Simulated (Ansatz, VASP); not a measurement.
## One calculation of TiSe2, two programs

Contents of INCAR:

```
SYSTEM = TiSe2
  ALGO = Fast
  EDIFF = 1E-6
  ENCUT = 520
  GGA = PE
  ISIF = 2
  ISMEAR = 0
  IVDW = 12
  LASPH = .True.
  LCHARG = .False.
  LREAL = .False.
  LWAVE = .False.
  NBANDS = 19
  NELM = 100
  PREC = Accurate
  SIGMA = 0.1
```

The input KPOINTS:

```
k-points
0
Gamma
  15 15 8
  0 0 0
```

File POSCAR:

```
TiSe2
1.0
    3.4807141373      0.0000000000      0.0000000000
   -1.7403570686      3.0143868662      0.0000000000
    0.0000000000      0.0000000000      5.8731574480
Ti Se
1 2
Direct
    0.0000000000      0.0000000000      0.0000000000
    0.3333333333      0.6666666667      0.2646670002
    0.6666666667      0.3333333333      0.7353329998
```

Input for Ansatz:

```yaml
crystal:
  lattice:
    - [3.4807141366, 0.0, 0.0]
    - [-1.7403570683, 3.0143868656, 0.0]
    - [0.0, 0.0, 5.8731574533]
  atoms:
    - { symbol: Ti, position: [0.0, 0.0, 0.0] }
    - { symbol: Se, position: [0.3333333333, 0.6666666667, 0.264667] }
    - { symbol: Se, position: [0.6666666667, 0.3333333333, 0.735333] }
basis:
  ecutwfc: 420
kpoints:
  mp_grid: { grid: [15, 15, 8] }
  band_path:
    path:
      - [[0.0, 0.0, 0.0], [0.5, 0.0, 0.0], [0.33333333, 0.33333333, 0.0], [0.0, 0.0, 0.0], [0.0, 0.0, 0.5], [0.5, 0.0, 0.5], [0.33333333, 0.33333333, 0.5], [0.0, 0.0, 0.5]]
      - [[0.5, 0.0, 0.5], [0.5, 0.0, 0.0]]
      - [[0.33333333, 0.33333333, 0.5], [0.33333333, 0.33333333, 0.0]]
    npoints: 14
hamiltonian:
  xc: pbe
  dispersion: d3bj
scf:
  occupations: { method: gaussian, width: 0.1 }
  n_extra_bands: 7
output:
  forces: true
  stress: true
  eigenvalues: true
  populations: true
  dos: { projected: true, de: 0.02, nscf_kmesh: { grid: [23, 23, 12] } }
  bader: true
  write_density: true
  write_potential: true
  elf: true
  volumetric_format: npy
```

Alike in both runs: task single point; functional PBE; dispersion D3(BJ); k mesh 15 × 15 × 8; occupations gaussian, width 0.1 eV; no spin polarisation.

|  | VASP | Ansatz |
| --- | --- | --- |
| version | VASP 6.6.1 | Ansatz 0.2.0 |
| potentials or method | VASP PAW PBE potentials, release 64 (Ti_sv, Se) | scalar-relativistic, plane waves, PAW |
| plane-wave cutoff (eV) | 520 | 420 |
| valence electrons in the cell | 24 | 44 |

Ansatz gave:

* gap on the k mesh at the Fermi level (eV): none
* pressure (GPa): 0.0
* rms of the force components (eV/Å): 0.002
* dispersion energy (meV/atom): -450.2

Task: Estimate VASP's values.

Result: gap on the k mesh at the Fermi level (eV): none; pressure (GPa): 0.1; rms of the force components (eV/Å): 0.007; dispersion energy (meV/atom): -450.1.

Atom by atom the forces differ by 0.009 eV/Å (rms over components). A gap of «none» marks a metal or a gap that the smearing closes. The two sets of potentials don't hold the same shells in valence.

Caveats: pairwise dispersion overbinds metals, which lowers pressure and volume.
